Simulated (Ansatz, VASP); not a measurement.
Al in VASP and in Ansatz

File POSCAR:

```
Al
1.0
   -1.5516509119      1.5516509119      1.5516509119
    1.5516509119     -1.5516509119      1.5516509119
    1.5516509119      1.5516509119     -1.5516509119
Al
1
Direct
    0.0000000000      0.0000000000      0.0000000000
```

Contents of INCAR.step1:

```
SYSTEM = Al
PREC = Accurate
ENCUT = 520
ISMEAR = -1
SIGMA = 0.1
LREAL = .FALSE.
LASPH = .TRUE.
NELM = 60
NBANDS = 8
GGA = PE
ALGO = Normal
EDIFF = 1E-4
LWAVE = .TRUE.
LCHARG = .FALSE.
```

File INCAR.step2:

```
SYSTEM = Al
PREC = Accurate
ENCUT = 520
EDIFF = 1E-6
ISMEAR = -1
SIGMA = 0.1
LREAL = .FALSE.
LASPH = .TRUE.
NELM = 60
ALGO = Normal
ISIF = 2
LWAVE = .FALSE.
LCHARG = .FALSE.
METAGGA = R2SCAN
LMIXTAU = .TRUE.
NBANDS = 8
ISTART = 1
```

File KPOINTS:

```
Automatic mesh
0
G
  16 16 16
  0 0 0
```

Input for Ansatz:

```yaml
crystal:
  lattice:
    - [-1.5516509119, 1.5516509119, 1.5516509119]
    - [1.5516509119, -1.5516509119, 1.5516509119]
    - [1.5516509119, 1.5516509119, -1.5516509119]
  atoms:
    - { symbol: Al, position: [0.0, 0.0, 0.0] }
hamiltonian:
  xc: r2scan
  pseudopotentials:
    kind: paw
    azcp:
      Al: "pseudopotentials/Al.paw.azcp"
basis:
  ecutwfc: 500
  fft_grid_basis: typed
kpoints:
  mp_grid: { grid: [16, 16, 16], shift: [0, 0, 0] }
magnetization:
  spin_polarized: false
scf:
  occupations: { method: fermi_dirac, width: 0.1 }
  lower_state_search: "off"
output:
  stress: true
```

Alike in both runs: task single point; functional r2SCAN; k mesh 16 × 16 × 16; occupations fermi-dirac, width 0.1 eV; no spin polarisation.

```csv
,VASP,Ansatz
version,VASP 6.6.1,Ansatz 0.2.0
potentials or method,"VASP PAW PBE potentials, release 64 (Al)","plane waves (500 eV) with PAW, scalar-relativistic"
plane-wave cutoff (eV),520,500
valence electrons in the cell,3,3
```

|  | VASP | Ansatz | Ansatz less VASP |
| --- | --- | --- | --- |
| pressure (GPa) | 7.5 | 7.8 | +0.38 |

Caveats: the PAW data sets were made with another functional, which shifts forces and pressure a little (VASP).
